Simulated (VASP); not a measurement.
# MgS in VASP 6.6.1, single-point calculation

INCAR

```
NSW = 0
SIGMA = 0.1
ENCUT = 520
LWAVE = .FALSE.
ISIF = 2
EDIFF = 1E-7
LREAL = .FALSE.
LASPH = .TRUE.
IVDW = 21
NELM = 120
NBANDS = 16
IBRION = -1
LCHARG = .FALSE.
ISMEAR = 0
GGA = PE
PREC = Accurate
```

KPOINTS

```
KPOINTS created by Atomic Simulation Environment
0
Gamma
8 8 8
0 0 0
```

POSCAR

```
Mg S
 1.0000000000000000
     0.0000000000000000    2.8308768411999998    2.8591856095999999
     2.8308768411999998    0.0000000000000000    2.8591856095999999
     2.8308768411999998    2.8308768411999998    0.0000000000000000
 Mg  S
   1   1
Cartesian
  0.0000000000000000  0.0000000000000000  0.0000000000000000
  1.4154384205999997  1.4154384205999997  1.4295928047999999
```

The recommended PBE PAW datasets give the neutral cell 8 valence electrons.

Command

```
mpirun -np 1 vasp_std
```

OSZICAR

```
N       E                     dE             d eps       ncg     rms          rms(c)
DAV:   1     0.228554941378E+02    0.22855E+02   -0.32290E+03  1920   0.397E+02
DAV:   2    -0.736483183850E+01   -0.30220E+02   -0.28612E+02  2504   0.812E+01
DAV:   3    -0.898108927296E+01   -0.16163E+01   -0.16138E+01  2440   0.188E+01
DAV:   4    -0.899154055131E+01   -0.10451E-01   -0.10451E-01  2344   0.174E+00
DAV:   5    -0.899166440786E+01   -0.12386E-03   -0.12386E-03  2520   0.186E-01    0.402E+00
DAV:   6    -0.849828829502E+01    0.49338E+00   -0.96721E-01  2400   0.284E+00    0.299E+00
DAV:   7    -0.846549430013E+01    0.32794E-01   -0.24835E-01  2600   0.160E+00    0.244E+00
DAV:   8    -0.847377695140E+01   -0.82827E-02   -0.32571E-02  2184   0.724E-01    0.178E+00
DAV:   9    -0.847217479236E+01    0.16022E-02   -0.50005E-03  2168   0.249E-01    0.524E-01
DAV:  10    -0.847229961415E+01   -0.12482E-03   -0.51313E-04  2384   0.882E-02    0.139E-02
DAV:  11    -0.847233049699E+01   -0.30883E-04   -0.35266E-05  2416   0.220E-02    0.684E-02
DAV:  12    -0.847233078382E+01   -0.28682E-06   -0.26638E-06  2456   0.567E-03    0.261E-02
DAV:  13    -0.847233025120E+01    0.53262E-06   -0.98300E-07  2488   0.330E-03    0.336E-03
DAV:  14    -0.847233032258E+01   -0.71382E-07   -0.23620E-08  1928   0.614E-04
   1 F= -.86491793E+01 E0= -.86491793E+01  d E =-.816879E-12
```

From OUTCAR

```
k-points           NKPTS =     59   k-points in BZ     NKDIM =     59   number of bands    NBANDS=     16

   NELECT =       8.0000    total number of electrons

   dimension x,y,z NGX =    30 NGY =   30 NGZ =   30
   dimension x,y,z NGXF=    60 NGYF=   60 NGZF=   60

  energy-cutoff  :      520.00
  volume of cell :       45.83
      direct lattice vectors                 reciprocal lattice vectors
     0.000000000  2.830876841  2.859185610    -0.176623721  0.176623721  0.174874971
     2.830876841  0.000000000  2.859185610     0.176623721 -0.176623721  0.174874971
     2.830876841  2.830876841  0.000000000     0.176623721  0.176623721 -0.174874971

 k-points in reciprocal lattice and weights: KPOINTS created by Atomic Simulation Env
   0.00000000  0.00000000  0.00000000       0.002
   0.12500000  0.00000000  0.00000000       0.016
   0.25000000  0.00000000  0.00000000       0.016
   0.37500000  0.00000000  0.00000000       0.016
   0.50000000  0.00000000  0.00000000       0.008
   0.12500000  0.12500000  0.00000000       0.004
   0.25000000  0.12500000  0.00000000       0.016
   0.37500000  0.12500000  0.00000000       0.016
   ...

 E-fermi :   1.4525

 k-point     1 :       0.0000    0.0000    0.0000
  band No.  band energies     occupation
      1     -10.2330      2.00000
      2       0.9842      2.00000
      3       1.0106      2.00000
      4       1.0106      2.00000
      5       4.4101      0.00000
      6       8.9208      0.00000
      7       8.9292      0.00000
      8       8.9292      0.00000
      9      11.7280      0.00000
     10      11.8946      0.00000
     11      14.6429      0.00000
     12      14.7229      0.00000
     13      14.9620      0.00000
     14      14.9620      0.00000
     15      18.3272      0.00000
     16      25.4049      0.00000

 k-point     2 :       0.1250    0.0000    0.0000
  band No.  band energies     occupation
      1     -10.1474      2.00000
      2       0.3274      2.00000
      3       0.9379      2.00000
      4       0.9606      2.00000
      5       5.0674      0.00000
      6       8.7328      0.00000
      7       9.0952      0.00000
      8       9.1088      0.00000
      9      11.2913      0.00000
     10      11.4220      0.00000
     11      14.0740      0.00000
     12      15.5524      0.00000
     13      15.8504      0.00000
     14      16.0288      0.00000
     15      19.5382      0.00000
     16      23.3490      0.00000

 k-point     3 :       0.2500    0.0000    0.0000
  band No.  band energies     occupation
      1      -9.9261      2.00000
      2      -0.8306      2.00000
      3       0.8131      2.00000
      4       0.8475      2.00000
      5       5.9248      0.00000
      6       8.7499      0.00000
      7       9.1116      0.00000
      8       9.1757      0.00000
      9      11.3885      0.00000
     10      11.4207      0.00000
     11      13.2122      0.00000
     12      17.4413      0.00000
     13      17.9091      0.00000
     14      18.0858      0.00000
     15      20.4407      0.00000
     16      20.7344      0.00000

 ...

  Total      -0.14914    -0.14914    -0.21540     0.00000    -0.00000     0.00000
  in kB      -5.21421    -5.21421    -7.53076     0.00000    -0.00000     0.00000
  external pressure =       -5.99 kB  Pullay stress =        0.00 kB

 POSITION                                       TOTAL-FORCE (eV/Angst)
 -----------------------------------------------------------------------------------
      0.00000      0.00000      0.00000         0.000000      0.000000     -0.000000
      1.41544      1.41544      1.42959        -0.000000     -0.000000      0.000000
 -----------------------------------------------------------------------------------
    total drift:                               -0.000000     -0.000000      0.000000

  FREE ENERGIE OF THE ION-ELECTRON SYSTEM (eV)
  ---------------------------------------------------
  free  energy   TOTEN  =        -8.6491792779 eV

  energy  without entropy=       -8.6491792779  energy(sigma->0) =       -8.64917928
```

It converged. Results: gap between bands v and c on the k mesh 3.40 eV; least direct gap on the k mesh 3.40 eV; pressure -0.6 GPa. Band v is the last that the valence electrons fill when counted band by band, and c is the next.

For comparison, a separate PBE run of the intended cell, on usual settings and not on those above, gives a gap of 3.40 eV on its mesh and a pressure of 0.3 GPa.

The run above took about 77 s on one core of a shared host (Intel Xeon Platinum 8488C) and held 0.19 GiB at most.
